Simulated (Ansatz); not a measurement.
## The 3-layer 2H-WSe2 (2H stacking) between two gates

How do the bands of the 3-layer 2H-WSe2 (2H stacking) follow a displacement field between two gates?

Calculated with Ansatz 0.2.0; plane-wave DFT, PBE-D3(BJ), Ansatz PAW (set soft_1); PAW set soft_1, in the first sound run; inputs show where later runs differ.

**1. The starting structure**

The cell holds 9 atoms: 6 Se and 3 W. Cell: a = 3.320 Å, b = 3.320 Å, c = 65.821 Å, α = 90.0°, β = 90.0°, γ = 120.0°. Regions: layer 1: 2H-WSe2, 3 atoms (2 Se and 1 W); layer 2: 2H-WSe2, 3 atoms (2 Se and 1 W); layer 3: 2H-WSe2, 3 atoms (2 Se and 1 W). Vacuum lies along c.

**2. Relaxing the slab**

The starting cell is a guess, so the in-plane lattice and the atoms are relaxed first, with the slab cut off from its images along the normal.

input.yaml

```yaml
crystal:
  lattice:
    - [3.32, 0.0, 0.0]
    - [-1.66, 2.8752043406, 0.0]
    - [0.0, 0.0, 65.8210438029]
  atoms:
    - { symbol: Se, position: [0.3333333333, 0.6666666667, 0.3676635708] }
    - { symbol: W, position: [0.0, 0.0, 0.3960765807] }
    - { symbol: Se, position: [0.3333333333, 0.6666666667, 0.4244895906] }
    - { symbol: Se, position: [0.0, 0.0, 0.4715869901] }
    - { symbol: W, position: [0.3333333333, 0.6666666667, 0.5] }
    - { symbol: Se, position: [0.0, 0.0, 0.5284130099] }
    - { symbol: Se, position: [0.3333333333, 0.6666666667, 0.5755104094] }
    - { symbol: W, position: [0.0, 0.0, 0.6039234193] }
    - { symbol: Se, position: [0.3333333333, 0.6666666667, 0.6323364292] }
  periodic: [true, true, false]
kpoints:
  mp_grid: { grid: [12, 12, 1] }
hamiltonian:
  xc: pbe
  dispersion: d3bj
  pseudopotentials: { kind: paw, azcp: { folder: soft_1 } }
scf:
  occupations: { method: fermi_dirac, width: 0.05 }
  convergence: { dr2_threshold: 1.0e-09 }
relax:
  f_tol: 0.004
  max_steps: 90
  cell: {}
output:
  write_potential: true
  write_density: true
  volumetric_format: npy
```

On the command line:

```bash
$ ansatz run input.yaml --threads 4 --pin off --max-ram 16384MiB --backend cpu --events-out ev --progress --plain --runs-dir out
```

Planned after this: gated layer, displacement field 0; gated layer, displacement field 0.905 V/nm; gated layer, displacement field 1.81 V/nm; gated layer, displacement field 2.71 V/nm; gated layer, displacement field 3.62 V/nm; gated layer, displacement field -1.81 V/nm; the series together; the same run with other settings: basis.xc_grid = 2 and hamiltonian.dispersion = "d4"; the same run with other settings: hamiltonian.xc = "revpbe". Settings of the main run: cutoff 420 eV, 24×24×1 k-mesh, Fermi-Dirac occupations, smearing width 0.02585 eV, 3 layers, stack 3-layer 2H-WSe2 (2H stacking), gates two, opposite, displacement field 0, PAW set soft 1, distance from the layer to a gate 5 Å.

What does the calculation give for the gap with uncharged gates?

The gap goes from 1.09 to 0.90 eV at 3.6 V/nm. The layers screen the field: the voltage is that of a vacuum gap 16.8 Å narrower than the real distance. The gates are charged sheets behind model barriers, not atoms. Gaps are the smaller of those on the path and on the mesh; band edges between these points would make them smaller still.

| Quantity | Value |
| --- | --- |
| gap with uncharged gates | 1.09 eV |
| electrostatic distance between the gates | 9.41 Å |
| geometric distance between the gates | 26.2 Å |
| gap at 3.62 V/nm | 0.896 eV |

Spin-orbit coupling is left out, which matters for the bands of elements this heavy.

[Logs are printed without paths, hosts, clocks, repeated set-up lines and the standing remarks that a program may print on its own settings, such as how far it seeks lower states.]

[Hosts, paths, dates, database ids (printed as entryN), source tags and the programs' standing remarks are cut or masked in the printed files.]

[Maps of the electrostatic potential energy from Ansatz leave out the sawtooth potential of an applied field or a dipole correction, so their vacuum need not be flat; planar profiles and work functions include it.]
